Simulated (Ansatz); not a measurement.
# GaN: the cost of one run

Method: DFT PBE, scalar-relativistic, plane waves, PAW, in Ansatz 0.2.0.

3 further runs of the same task are left out: 3 set aside as unsound or not needed.

### Step 1. The system as given

Symmetry: F-43m, No. 216, cubic system. The conventional cell has a = 4.548 Å, b = 4.548 Å, c = 4.548 Å, α = 90.00°, β = 90.00°, γ = 90.00°. Around Ga (site symmetry -43m) lie 4 N at 1.97 Å. N (site symmetry -43m) is surrounded by 4 Ga at 1.97 Å.

Coordinates:

```cif
data_structure
_symmetry_space_group_name_H-M 'P 1'
_symmetry_Int_Tables_number 1
_cell_length_a 3.2163
_cell_length_b 3.2163
_cell_length_c 3.2163
_cell_angle_alpha 60.000
_cell_angle_beta 60.000
_cell_angle_gamma 60.000
_cell_volume 23.53
loop_
_atom_site_label
_atom_site_type_symbol
_atom_site_fract_x
_atom_site_fract_y
_atom_site_fract_z
_atom_site_occupancy
Ga1 Ga 0.00000 0.00000 0.00000 1
N1 N 0.75000 0.75000 0.75000 1
```

It goes back to an entry of the Materials Project.

This cell was relaxed beforehand with the same method: volume 11.76 Å³/atom, gap on the mesh 1.54 eV.

The host's static dielectric tensor, from an earlier linear-response run, has a mean of 11.00.

### Step 2. Reference: the perfect crystal in the supercell

File input.yaml:

```yaml
crystal:
  lattice:
    - [0.0, 4.5484769794, -4.5484769794]
    - [4.5484769794, 4.5484769794, 0.0]
    - [4.5484769794, 0.0, -4.5484769794]
  atoms:
    - { symbol: Ga, position: [0.0, 0.0, 0.5] }
    - { symbol: Ga, position: [0.0, 0.5, 0.5] }
    - { symbol: Ga, position: [0.5, 0.0, 0.5] }
    - { symbol: Ga, position: [0.5, 0.5, 0.5] }
    - { symbol: Ga, position: [0.0, 0.0, 1.0] }
    - { symbol: Ga, position: [0.0, 0.5, 1.0] }
    - { symbol: Ga, position: [0.5, 0.0, 1.0] }
    - { symbol: Ga, position: [0.5, 0.5, 1.0] }
    - { symbol: "N", position: [0.125, 0.125, 0.125] }
    - { symbol: "N", position: [0.125, 0.625, 0.125] }
    - { symbol: "N", position: [0.625, 0.125, 0.125] }
    - { symbol: "N", position: [0.625, 0.625, 0.125] }
    - { symbol: "N", position: [0.125, 0.125, 0.625] }
    - { symbol: "N", position: [0.125, 0.625, 0.625] }
    - { symbol: "N", position: [0.625, 0.125, 0.625] }
    - { symbol: "N", position: [0.625, 0.625, 0.625] }
basis:
  ecutwfc: 420
  xc_grid: 2
kpoints:
  mp_grid: { grid: [1, 1, 1], shift: [0.0, 0.0, 0.0] }
hamiltonian:
  xc: pbe
scf:
  occupations: { method: gaussian, width: 0.01 }
output:
  forces: true
  stress: true
  eigenvalues: true
```

Run with:

```
$ ansatz run input.yaml --threads 4 --pin off --max-ram 8192MiB --backend cpu --events-out ev --progress --plain --runs-dir out
```

**Question.** How long does this run take on 4 threads of AMD EPYC 7B13 (Zen 3), shared host, and how much memory does it need?

About 1.3 s, with a peak of 0.43 GiB.
